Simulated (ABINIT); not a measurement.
Write the native input for ABINIT 10.8.3 (patched build) that does the following.

| Quantity | Value |
| --- | --- |
| Task | equation of state |
| Functional | PBE |
| Potentials or basis | SG15 NC PBE v1.2 |
| Cutoff | 1143 eV |
| k mesh | 13 × 13 × 13 |
| Occupations | fermi-dirac, width 0.05 eV |
| Spin | no spin polarisation |

Crystal: BN.

```
N B
1.0
     0.00000    1.81300    1.81300
     1.81300    0.00000    1.81300
     1.81300    1.81300    0.00000
N B
1 1
Direct
  0.25000 0.25000 0.25000
  0.00000 0.00000 0.00000
```

The cell is a database's computed one.

The input as run:

run.abi

```
ndtset 7
getwfk -1
scalecart1 3*0.9795861087
scalecart2 3*0.9864848297
scalecart3 3*0.9932883884
scalecart4 3*1.0000000000
scalecart5 3*1.0066227096
scalecart6 3*1.0131594038
scalecart7 3*1.0196128224

pp_dirpath "./"
pseudos "N_ONCV_PBE-1.2.upf, B_ONCV_PBE-1.2.upf"

acell 2.5639706028 2.5639706028 2.5639706028 Angstrom
rprim
     0.0000000000     0.7071067812     0.7071067812
     0.7071067812     0.0000000000     0.7071067812
     0.7071067812     0.7071067812     0.0000000000
ntypat 2
znucl 7 5
natom 2
typat 1 2
xred
     0.2500000000     0.2500000000     0.2500000000
     0.0000000000     0.0000000000     0.0000000000

ecut 42.0

kptopt 1
ngkpt 13 13 13
nshiftk 1
shiftk 0.0 0.0 0.0

ixc 11

nband 8
occopt 3
tsmear 0.00183747

nstep 100
tolvrs 1.0e-10

iomode 3
prtwf 1
prtden 0
prteig 0
prtebands 0
enunit 1
```

Potentials or basis: SG15 NC PBE v1.2.

Command:

```bash
$ abinit run.abi > log 2>&1
```

Results of the run:

| Property | Result |
| --- | --- |
| Equilibrium volume | 5.93 Å³/atom |
| Bulk modulus | 369 GPa |
| Pressure derivative of the bulk modulus | 3.7 |

Caveat: pressures at fixed basis lie under the slope of the energies.

It took 58 s on 1 thread of AMD EPYC 9R45 96-Core Processor (Zen 5) (shared host), peak memory 0.12 GiB.
